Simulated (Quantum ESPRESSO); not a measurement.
Set up this calculation in Quantum ESPRESSO 7.5, as the native input.

```
Task                : band structure
Functional          : PBE
Potentials or basis : SSSP 1.3 efficiency PBE
Cutoff              : 748 eV
Density cutoff      : 5987 eV
k mesh              : 8 × 8 × 8
Occupations         : fermi-dirac, width 0.05 eV
Spin                : no spin polarisation
Mixing beta         : 0.5
Most SCF iterations : 120
SCF threshold       : 1e-09 Ry
```

Bi2Se3 (Paraguanajuatite):

```
Bi Se
1.0
     2.07150    1.19598    9.54533
    -2.07150    1.19598    9.54533
     0.00000   -2.39196    9.54533
Bi Se
2 3
Cartesian
  0.0000 0.0000 17.1587
  0.0000 0.0000 11.4773
  0.0000 0.0000 22.5738
  0.0000 0.0000 6.0622
  0.0000 0.0000 0.0000
```

The input as run:

pw.in

```
&CONTROL
  calculation = 'scf'
  prefix = 'pwscf'
  outdir = './tmp'
  pseudo_dir = './pseudo'
  tprnfor = .true.
  tstress = .true.
  disk_io = 'low'
/
&SYSTEM
  ibrav = 0
  celldm(1) = 8
  nat = 5
  ntyp = 2
  ecutwfc = 55
  ecutrho = 440
  nbnd = 33
  occupations = 'smearing'
  smearing = 'fd'
  degauss = 0.00367493
/
&ELECTRONS
  conv_thr = 1d-09
  electron_maxstep = 120
  mixing_beta = 0.5
/
ATOMIC_SPECIES
Bi   208.9804 Bi_pbe_v1.uspp.F.UPF
Se    78.9710 Se_pbe_v1.uspp.F.UPF
CELL_PARAMETERS alat
  0.4893209583953   0.2825095870434   2.2547582210248
 -0.4893209583953   0.2825095870434   2.2547582210248
  0.0000000000000  -0.5650191741105   2.2547582210248
ATOMIC_POSITIONS crystal
Bi     0.5992000000    0.5992000000    0.5992000000
Bi     0.4008000000    0.4008000000    0.4008000000
Se     0.7883000000    0.7883000000    0.7883000000
Se     0.2117000000    0.2117000000    0.2117000000
Se     0.0000000000    0.0000000000    0.0000000000
K_POINTS automatic
8 8 8 0 0 0
```

bands.in

```
&CONTROL
  calculation = 'bands'
  prefix = 'pwscf'
  outdir = './tmp'
  pseudo_dir = './pseudo'
  disk_io = 'low'
  verbosity = 'high'
/
&SYSTEM
  ibrav = 0
  celldm(1) = 8
  nat = 5
  ntyp = 2
  ecutwfc = 55
  ecutrho = 440
  nbnd = 33
  occupations = 'smearing'
  smearing = 'fd'
  degauss = 0.00367493
/
&ELECTRONS
  conv_thr = 1d-08
  electron_maxstep = 120
  mixing_beta = 0.5
  diago_full_acc = .true.
  startingwfc = 'random'
/
ATOMIC_SPECIES
Bi   208.9804 Bi_pbe_v1.uspp.F.UPF
Se    78.9710 Se_pbe_v1.uspp.F.UPF
CELL_PARAMETERS alat
  0.4893209583953   0.2825095870434   2.2547582210248
 -0.4893209583953   0.2825095870434   2.2547582210248
  0.0000000000000  -0.5650191741105   2.2547582210248
ATOMIC_POSITIONS crystal
Bi     0.5992000000    0.5992000000    0.5992000000
Bi     0.4008000000    0.4008000000    0.4008000000
Se     0.7883000000    0.7883000000    0.7883000000
Se     0.2117000000    0.2117000000    0.2117000000
Se     0.0000000000    0.0000000000    0.0000000000
K_POINTS crystal
60
 0.0000000000  0.0000000000  0.0000000000 1
 0.0555555556  0.0000000000  0.0000000000 1
 0.1111111111  0.0000000000  0.0000000000 1
 0.1666666667  0.0000000000  0.0000000000 1
 0.2222222222  0.0000000000  0.0000000000 1
 0.2777777778  0.0000000000  0.0000000000 1
 0.3333333333  0.0000000000  0.0000000000 1
 0.3888888889  0.0000000000  0.0000000000 1
 0.4444444444  0.0000000000  0.0000000000 1
 0.5000000000  0.0000000000  0.0000000000 1
 0.5000000000  0.0354265065 -0.0354265065 1
 0.5000000000  0.0708530130 -0.0708530130 1
 0.5000000000  0.1062795195 -0.1062795195 1
 0.5000000000  0.1417060260 -0.1417060260 1
 0.5000000000  0.1771325325 -0.1771325325 1
 0.8228674675  0.5000000000  0.1771325325 1
 0.7905807207  0.5000000000  0.2094192793 1
 0.7582939740  0.5000000000  0.2417060260 1
 0.7260072272  0.5000000000  0.2739927728 1
 0.6937204805  0.5000000000  0.3062795195 1
 0.6614337337  0.5000000000  0.3385662663 1
 0.6291469870  0.5000000000  0.3708530130 1
 0.5968602402  0.5000000000  0.4031397598 1
 0.5645734935  0.5000000000  0.4354265065 1
 0.5322867467  0.5000000000  0.4677132533 1
 0.5000000000  0.5000000000  0.5000000000 1
 0.3333333333  0.3333333333  0.3333333333 1
 0.1666666667  0.1666666667  0.1666666667 1
 0.0000000000  0.0000000000  0.0000000000 1
 0.0307787515  0.0000000000 -0.0307787515 1
 0.0615575030  0.0000000000 -0.0615575030 1
 0.0923362544  0.0000000000 -0.0923362544 1
 0.1231150059  0.0000000000 -0.1231150059 1
 0.1538937574  0.0000000000 -0.1538937574 1
 0.1846725089  0.0000000000 -0.1846725089 1
 0.2154512603  0.0000000000 -0.2154512603 1
 0.2462300118  0.0000000000 -0.2462300118 1
 0.2770087633  0.0000000000 -0.2770087633 1
 0.3077875148  0.0000000000 -0.3077875148 1
 0.3385662663  0.0000000000 -0.3385662663 1
 0.6614337337  0.3385662663  0.0000000000 1
 0.6291469870  0.3708530130  0.0000000000 1
 0.5968602402  0.4031397598  0.0000000000 1
 0.5645734935  0.4354265065  0.0000000000 1
 0.5322867467  0.4677132533  0.0000000000 1
 0.5000000000  0.5000000000  0.0000000000 1
 0.6614337337  0.6614337337  0.1771325325 1
 0.6452903604  0.6452903604  0.2094192793 1
 0.6291469870  0.6291469870  0.2417060260 1
 0.6130036136  0.6130036136  0.2739927728 1
 0.5968602402  0.5968602402  0.3062795195 1
 0.5807168669  0.5807168669  0.3385662663 1
 0.5645734935  0.5645734935  0.3708530130 1
 0.5484301201  0.5484301201  0.4031397598 1
 0.5322867467  0.5322867467  0.4354265065 1
 0.5161433734  0.5161433734  0.4677132533 1
 0.5000000000  0.5000000000  0.5000000000 1
 0.5000000000  0.0000000000  0.0000000000 1
 0.6614337337  0.1692831331  0.1692831331 1
 0.8228674675  0.3385662663  0.3385662663 1
```

Potentials or basis: SSSP 1.3 efficiency PBE.

Command:

```sh
$ OMP_NUM_THREADS=1 mpirun -n 2 pw.x -nk 2 -in pw.in > pw.out
$ OMP_NUM_THREADS=1 mpirun -n 2 pw.x -nk 2 -in bands.in > bands.out
```

It gave:

| Item | Value |
| --- | --- |
| Pressure | 2.4 GPa |
| Largest force | 0.167 eV/Å |
| Band gap on the k mesh | 0.22 eV, direct |
| Band gap along the path | 0.22 eV, direct |

Caveat: some levels on the path didn't converge; spin-orbit coupling is left out, which as a rule narrows the gap of such compounds by several tenths of an eV.

It took 20 min on 2 MPI ranks on Intel(R) Xeon(R) 6975P-C (Granite Rapids), with other jobs on the host, peak memory 1.2 GiB a rank.
